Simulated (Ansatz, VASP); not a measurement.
# ZnCd3SeS3: VASP beside Ansatz, part 2 of 2

One calculation is typed for both programs; each brings its own data sets. How far apart do they land? The cell is generated by rule, not measured, and may not be a known phase. The cell is taken from a series of runs on this material, whose earlier steps may have relaxed, scaled, displaced or heated it; both programs get it as it stands.

VASP 6.6.1 and Ansatz 0.2.0.

So far: Starting point; VASP: relaxation of cell and atoms, PBEsol.

The structure was built from a prototype and need not be the compound's stable phase.

## 3. Ansatz: relaxation of cell and atoms, PBEsol

Level of this step: Ansatz beside VASP: Kohn-Sham DFT, plane waves, PBEsol (Ansatz).

Ansatz runs on its default PAW (the set named soft_2) files.

The same cell, functional and mesh now go to Ansatz, which takes its cutoff from its data sets.

Input file input.yaml:

```yaml
crystal:
  lattice:
    - [4.0680741964, 0.0, 0.0]
    - [-2.0340370982, 3.5230555986, 0.0]
    - [0.0, 0.0, 13.4526708859]
  atoms:
    - { symbol: Cd, position: [0.3333333333, 0.6666666667, 0.00197815] }
    - { symbol: Cd, position: [0.6666666667, 0.3333333333, 0.2538400963] }
    - { symbol: Cd, position: [0.3333333333, 0.6666666667, 0.5068828425] }
    - { symbol: S, position: [0.3333333333, 0.6666666667, 0.1881450655] }
    - { symbol: S, position: [0.6666666667, 0.3333333333, 0.4407921501] }
    - { symbol: S, position: [0.3333333333, 0.6666666667, 0.6945788006] }
    - { symbol: Se, position: [0.6666666667, 0.3333333333, 0.9225959419] }
    - { symbol: Zn, position: [0.6666666667, 0.3333333333, 0.741186953] }
kpoints:
  mp_grid: { grid: [6, 6, 2] }
hamiltonian:
  xc: pbesol
scf:
  occupations: { method: fixed }
output:
  forces: true
  stress: true
  eigenvalues: true
relax:
  adjacent_minimum: "off"
  f_tol: 0.001
  max_steps: 60
  cell: { stress_tol: 0.01 }
```

Run with:

```
$ ansatz run input.yaml --threads 4 --pin off --max-ram 14336MiB --backend cpu --events-out ev --progress --plain --runs-dir out
```

Numbers of over 12 decimals in the logs are rounded to 6 here.

The program printed:

```text
Engine: ansatz 0.2.0, aarch64-unknown-linux-gnu
Pseudopotentials: kind: paw
Pseudopotential: Cd, paw, valence charge 20, recommended cutoff 420 eV (normal), Cd.paw.azcp
Pseudopotential: S, paw, valence charge 6, recommended cutoff 420 eV (normal), S.paw.azcp
Pseudopotential: Se, paw, valence charge 16, recommended cutoff 420 eV (normal), Se.paw.azcp
Pseudopotential: Zn, paw, valence charge 12, recommended cutoff 420 eV (normal), Zn.paw.azcp
Functional definition: PBEsol
  exchange = pbesol_x
  correlation = pbesol_c
Crystal: 8 atoms, lattice volume = 192.804 Å³
Basis set: ecut = 420 eV, 3789 PW (Γ), exchange–correlation on 60×60×180 points (8 copies of the dense FFT grid, shifted against one another)
Bands: 64, of which v1, the nominal top of the filled ones, is band 53 counted from 1 (52 counted from 0)
Symmetry: 6 space group operations
Space group: P3m1 (ITA 156), of the structure as read, at distance tolerance 5.8e-5 Å
k-points: 14 of 72 (time reversal used)
Non-local potential: Cd, projectors of the file, l = 0: 3, l = 1: 2, l = 2: 2, l = 3: 1
Non-local potential: S, projectors of the file, l = 0: 2, l = 1: 2, l = 2: 2
Non-local potential: Se, projectors of the file, l = 0: 2, l = 1: 2, l = 2: 3, l = 3: 1
Non-local potential: Zn, projectors of the file, l = 0: 2, l = 1: 2, l = 2: 3, l = 3: 1
PAW form: soft (Blöchl's): semilocal exchange-correlation on the pseudo side does not see the compensation charge
PAW frozen core: Cd, regenerated for the run's functional, and the local potential with it (the file was generated under x = pbe(κ = 0.804, μ = 0.219515), c = pbe(β = 0.066725))
PAW frozen core: S, regenerated for the run's functional, and the local potential with it (the file was generated under x = pbe(κ = 0.804, μ = 0.219515), c = pbe(β = 0.066725))
PAW frozen core: Se, regenerated for the run's functional, and the local potential with it (the file was generated under x = pbe(κ = 0.804, μ = 0.219515), c = pbe(β = 0.066725))
PAW frozen core: Zn, regenerated for the run's functional, and the local potential with it (the file was generated under x = pbe(κ = 0.804, μ = 0.219515), c = pbe(β = 0.066725))
PAW one-centre angular grid: Cd, 590 points (default); XC on 64 Gauss nodes
PAW one-centre angular grid: S, 110 points (default); XC on 64 Gauss nodes
PAW one-centre angular grid: Se, 590 points (default); XC on 64 Gauss nodes
PAW one-centre angular grid: Zn, 590 points (default); XC on 64 Gauss nodes
Initial density: superposition of atomic densities (neutral atoms: chi_scale 0, normalization atom), corrected by the library's trained network
Initial wavefunctions: pseudopotential atomic-orbital guess
Functional: x = pbesol(κ = 0.804, μ = 0.123457), c = pbesol(β = 0.046)
SCF iter   1: F=—  HF=-35916.964086 eV  |F-HF|=—  |Δ(HF+E_count)|=         —  Δρ=4.91e-3  dr2=6.04e-2  ethr=1.77e-3  ⟨swp⟩=5.0  Hψ=2713  notcnv=0  defer=119
preconditioner: auto → Resta (q_TF=auto, 2.469 Å⁻¹)  ε∞=5.1  [insulator: Δε(μ)=0.638 eV  Ē_g=11.232 eV  n_scr=52 (ndim 8)  ℏωp=22.7 eV  f_vac=0.121  ε∞_Penn≈5.1]
SCF iter   2: F=—  HF=-35916.949626 eV  |F-HF|=—  |Δ(HF+E_count)|=   1.45e-2  Δρ=1.87e-3  dr2=1.07e-2  ethr=5.69e-5  ⟨swp⟩=2.5  Hψ=1429  notcnv=0  defer=126
SCF iter   3: F=—  HF=-35916.947324 eV  |F-HF|=—  |Δ(HF+E_count)|=   2.30e-3  Δρ=7.38e-4  dr2=9.66e-4  ethr=1.01e-5  ⟨swp⟩=2.1  Hψ=1330  notcnv=0  defer=126
SCF iter   4: F=—  HF=-35916.947208 eV  |F-HF|=—  |Δ(HF+E_count)|=   1.15e-4  Δρ=3.66e-4  dr2=2.58e-4  ethr=9.12e-7  ⟨swp⟩=2.0  Hψ=1149  notcnv=0  defer=121
SCF iter   5: F=—  HF=-35916.947278 eV  |F-HF|=—  |Δ(HF+E_count)|=   6.97e-5  Δρ=1.28e-4  dr2=5.15e-5  ethr=2.43e-7  ⟨swp⟩=2.0  Hψ=1063  notcnv=0  defer=82
SCF iter   6: F=—  HF=-35916.947330 eV  |F-HF|=—  |Δ(HF+E_count)|=   5.19e-5  Δρ=4.67e-5  dr2=5.34e-6  ethr=4.86e-8  ⟨swp⟩=2.0  Hψ=1399  notcnv=0  defer=72
SCF iter   7: F=—  HF=-35916.947339 eV  |F-HF|=—  |Δ(HF+E_count)|=   9.25e-6  Δρ=1.49e-5  dr2=5.96e-7  ethr=5.04e-9  ⟨swp⟩=2.0  Hψ=1399  notcnv=0  defer=73
SCF iter   8: F=-35916.947340 eV  HF=-35916.947340 eV  |F-HF|=1.49e-7  |Δ(HF+E_count)|=   9.86e-7  Δρ=5.84e-6  dr2=8.14e-8  ethr=9.43e-11  ⟨swp⟩=11.1  Hψ=4590  notcnv=0
SCF 1 converged in 8 iterations: F = -35916.947340 eV  dr2 = 8.14e-8
  greatest PAW one-centre occupation: 1.000 electrons in one spin orbital (limit 2), on the Cd atom at site 0 (counted from 0), in its partial waves of l = 0
relax step   1: F+E_penalty+E_count = -35916.94734043 eV  Δ(F+E_penalty+E_count) = +0.000e0 eV  max|allowed force component| = 3.128e-3 eV/Å  Δτ_max = 0.0000 Å  P = -0.006 GPa  Ω = 192.804 Å³  (8 SCF iters, dr2 threshold 1.00e-7 eV, accepted)
[...]
relax step   2: F+E_penalty+E_count = -35916.94734561 eV  Δ(F+E_penalty+E_count) = -5.180e-6 eV  max|allowed force component| = 1.351e-3 eV/Å  Δτ_max = 0.0003 Å  P = +0.000 GPa  Ω = 192.788 Å³  energy of the carried Pulay correction = +3.088e-6 eV  (6 SCF iters, dr2 threshold 9.61e-10 eV, accepted)
[...]
relax step   3: F+E_penalty+E_count = -35916.94734594 eV  Δ(F+E_penalty+E_count) = -3.333e-7 eV  max|allowed force component| = 2.803e-4 eV/Å  Δτ_max = 0.0001 Å  P = +0.000 GPa  Ω = 192.787 Å³  energy of the carried Pulay correction = +3.184e-6 eV  (5 SCF iters, dr2 threshold 1.14e-10 eV, accepted)
[...]
relax step   4: F+E_penalty+E_count = -35916.94734594 eV  Δ(F+E_penalty+E_count) = -2.910e-11 eV  max|allowed force component| = 2.797e-4 eV/Å  Δτ_max = 0.0000 Å  P = +0.000 GPa  Ω = 192.787 Å³  stress off target by 7.54e-4 GPa  SCF on the basis re-selected at this cell (its energy is not comparable with the rows above)  (5 SCF iters)
basis re-selected at this cell: Δ(F+E_penalty+E_count) = -2.910e-11 eV, ΔP = -0.000 GPa vs the last step (what re-selecting the basis moved, of the pressure what is left beyond the Pulay correction that the steps carried, after the strain that the cell walked since its last selection, with what the two solves' SCF thresholds leave and, on support functions, any second-order correction that the steps lacked; it is no  [...]
SCF converged after 5 iterations
Free energy (F): -35916.947346 eV
Harris-Foulkes:  -35916.947346 eV  (|F-HF|=1.46e-11)
Internal energy: -35916.947346 eV  (E = F + TS)
E sigma→0 (E₀):  -35916.947346 eV
Fermi energy:    7.238358 eV
--- Per-component energies (eV) ---
  E_band       = -1898.679133
  E_kinetic    = 2084.416154
  E_local      = -17177.855346  (includes V_loc(G=0)·N_el)
  E_nonlocal   = 219.489231
  E_hartree    = 7931.956312
  E_xc         = -1052.730301
  E_vxc        = -1074.554789  (∫ρ·V_xc dr)
  E_paw        = -17454.226537  (= ΣΔE_a)
  E_vpaw       = -1814.086101  (= ΣTr[D̂ρ^β])
  E_aug_tail   = -0.000917  (compensation charges beyond the density's cutoff)
  E_ewald      = -10471.013474
  E_core_change = 3.017532  (= ΣΔE_core)
  E_smearing   = -0.000000  (= −TS)
  E_closure    = 0.000000  (closes the sum)
  Σ components = -35916.947346   (vs F -35916.947346, Δ=0.00e0)
--- Forces (eV/Å), atoms counted from 1 ---
  atom   1  Cd     0.00000000    -0.00000000     0.00012607
  atom   2  Cd     0.00000000     0.00000000     0.00019270
  atom   3  Cd     0.00000000    -0.00000000     0.00010499
  atom   4  S      0.00000000    -0.00000000    -0.00020402
  atom   5  S      0.00000000     0.00000000    -0.00017462
  atom   6  S      0.00000000    -0.00000000    -0.00027971
  atom   7  Se     0.00000000     0.00000000    -0.00004434
  atom   8  Zn     0.00000000     0.00000000     0.00027881
  max |Σ_I F_I| component: 1.17e-7 eV/Å
--- Stress (GPa, compression-positive) ---
        0.000141       0.000000       0.000000
        0.000000       0.000141       0.000000
        0.000000       0.000000       0.000754
  P = ⅓ Tr σ = 0.0003 GPa (0.003 kbar)
--- Band table (eV; the first three rows and the last of 14) ---
  k-point 0: bands = [... 49 lower, 6.5946, 6.7418, 7.2384, 7.2384, 7.9068, 9.2516, 9.6560, 10.0941, ... 7 higher]
  k-point 1: bands = [... 49 lower, 6.6386, 6.6386, 7.2263, 7.2263, 8.7268, 8.9025, 9.5240, 10.0249, ... 7 higher]
  k-point 2: bands = [... 49 lower, 6.0167, 6.3450, 6.6182, 6.9993, 9.1058, 10.1111, 10.4521, 10.8092, ... 7 higher]
  k-point 13: bands = [... 49 lower, 5.1139, 5.1477, 5.2826, 5.4431, 11.3920, 11.4186, 11.4610, 11.6056, ... 7 higher]
--- Relaxed structure (3 steps of the walk, 3 accepted, 1 SCFs on fresh bases) ---
  F+E_penalty+E_count = -35916.94734594 eV   max|allowed force component| = 2.797e-4 eV/Å   (the final SCF, on the basis selected at the relaxed cell)
  cell:  # Å, volume = 192.7873 Å³
    - [4.068158, 0.0, 0.0]
    - [-2.034079, 3.523128, 0]
    - [0.0, 0, 13.450921]
  atoms:
    - { symbol: Cd, position: [0.333333, 0.666667, 0.0019831] }
    - { symbol: Cd, position: [0.666667, 0.333333, 0.253833] }
    - { symbol: Cd, position: [0.333333, 0.666667, 0.506885] }
    - { symbol: S, position: [0.333333, 0.666667, 0.188139] }
    - { symbol: S, position: [0.666667, 0.333333, 0.440772] }
    - { symbol: S, position: [0.333333, 0.666667, 0.694585] }
    - { symbol: Se, position: [0.666667, 0.333333, 0.922599] }
    - { symbol: Zn, position: [0.666667, 0.333333, 0.741204] }
```

The column dr2 measures how far the density is from self-consistency, as an energy; F and HF (Harris–Foulkes) agree once it is small.

## 4. Side by side

Known differences besides the potentials themselves: fixed occupations in Ansatz, narrow Gaussian smearing in VASP; the data sets hold 106 valence electrons in Ansatz (on its default PAW (the set named soft_2) files) and 72 in VASP; the cutoff is 420 eV in Ansatz and 500 eV in VASP; Ansatz makes its cores anew for this functional, VASP keeps those of its PBE data sets; Ansatz adds a Pulay correction to the stress that steers its cell, VASP none. Total energies have different zeros and are not compared.

The two programs side by side:

```csv
quantity,Ansatz,VASP,difference
volume (Å³),192.79,193.90,-0.58 %
"edge a after relaxation, in the typed setting (Å)",4.068,4.076,-0.19 %
"edge c after relaxation, in the typed setting (Å)",13.451,13.478,-0.20 %
```

## 5. Summary of results

```yaml
difference_in_volume_relaxation_of_cell_and_atoms_pbesol: -0.58 %
```

The difference in volume is -0.58 % (relaxation of cell and atoms, PBEsol), within the 1.2 % picked in this series as the mark of a large difference, as far as the stopping tolerances let one tell. The data sets hold unlike numbers of valence electrons (106 in Ansatz and 72 in VASP), so part of the differences comes from the potentials. Such differences can come from data sets, numerical settings and the points named under the comparisons, not from the functional's error against experiment.

[Lines on the potential files, build, host, timing and source positions are cut from VASP's logs without a mark.]

[Logs are printed without paths, hosts, clocks, repeated set-up lines and the standing remarks that a program may print on its own settings, such as how far it seeks lower states.]

[Hosts, paths, dates, database ids (printed as entryN), source tags and the programs' standing remarks are cut or masked in the printed files.]
